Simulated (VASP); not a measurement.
Wanted: the native input for a VASP 6.6.1 run.

* Task: single point
* Functional: r2SCAN
* Potentials or basis: VASP PAW PBE potentials, release 64 (Ti_sv, O)
* Cutoff: 520 eV
* k mesh: 10 × 10 × 10
* Occupations: fermi-dirac, width 0.05 eV
* Spin: no spin polarisation
* Further INCAR settings: ALGO = Normal; EDIFF = 1e-06

The structure of TiO lies in POSCAR:

```
TiO
1.0
    2.7083400800      0.0000000000      0.0000000000
    0.0000000000      2.7083400800      0.0000000000
    0.0000000000      0.0000000000      2.7083400800
Ti O
1 1
Direct
    0.0000000000      0.0000000000      0.0000000000
    0.5000000000      0.5000000000      0.5000000000
```

The cell comes from a database or a generator and needn't be the stable form of this composition.

These files were run (other wordings do the same):

INCAR

```
SYSTEM = TiO
PREC = Accurate
ENCUT = 520
EDIFF = 1E-6
ISMEAR = -1
SIGMA = 0.05
LREAL = .False.
LASPH = .True.
NELM = 80
ALGO = Normal
ISIF = 2
LWAVE = .False.
LCHARG = .False.
METAGGA = R2SCAN
LMIXTAU = .True.
```

KPOINTS

```
regular mesh
0
Gamma
  10 10 10
  0 0 0
```

Potentials or basis: VASP PAW PBE potentials, release 64 (Ti_sv, O).

Command:

```console
$ cat potpaw_PBE.64/Ti_sv/POTCAR potpaw_PBE.64/O/POTCAR > POTCAR
$ mpirun -np 1 vasp_std > vasp.out
```

It gave:

The pressure is -18.4 GPa. The band gap on the k mesh is none (metal or under the smearing width).

Caveat: so large a pressure means that the cell lies far from this level's equilibrium, or that cutoff or potentials fall short; the potentials were made for another functional, which shifts forces and pressure; semilocal functionals often make such compounds metallic where correlation or magnetic order opens a gap, which also shifts bond lengths.

Wall time 50 s on 1 thread of Intel(R) Xeon(R) Platinum 8375C CPU @ 2.90GHz (Ice Lake), with other jobs on the host, peak memory 0.13 GiB.
